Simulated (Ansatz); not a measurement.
Crystal: ZrC.

```
Zr C
1.0
     0.00000    2.36500    2.36500
     2.36500    0.00000    2.36500
     2.36500    2.36500    0.00000
Zr C
1 1
Direct
  0.50000 0.50000 0.50000
  0.00000 0.00000 0.00000
```

| Item | Value |
| --- | --- |
| Program | Ansatz 0.2.0 |
| Task | relaxation of cell and atoms |
| Functional | PBEsol |
| Potentials or basis | all-electron LAPW, scalar-relativistic |
| Basis error allowed | 0.001 eV/atom |
| k mesh | 10 × 10 × 10 |
| Occupations | fermi-dirac, width 0.05 eV |
| Spin | no spin polarisation |

At the start: volume 13.23 Å³/atom.

Task: Where does the relaxation end?

Result: Over 5 steps the energy falls by 13.7 meV/atom and the volume is 12.73 Å³/atom (-3.8 %); space group Fm-3m (No. 225, to 0.05 Å).

The path:
```tsv
step	energy change (eV)	largest force (eV/Å)	volume (Å³)
1	0.0000	0.0000	26.46
2	-0.0004	0.0000	24.52
3	-0.0273	0.0000	25.51
4	-0.0274	0.0000	25.45
5	-0.0274	0.0000	25.45
```

Final structure:
```
CELL_PARAMETERS angstrom
0.00000 2.33467 2.33467
2.33467 0.00000 2.33467
2.33467 2.33467 0.00000
ATOMIC_POSITIONS crystal
Zr 0.50000 0.50000 0.50000
C 0.00000 0.00000 0.00000
```
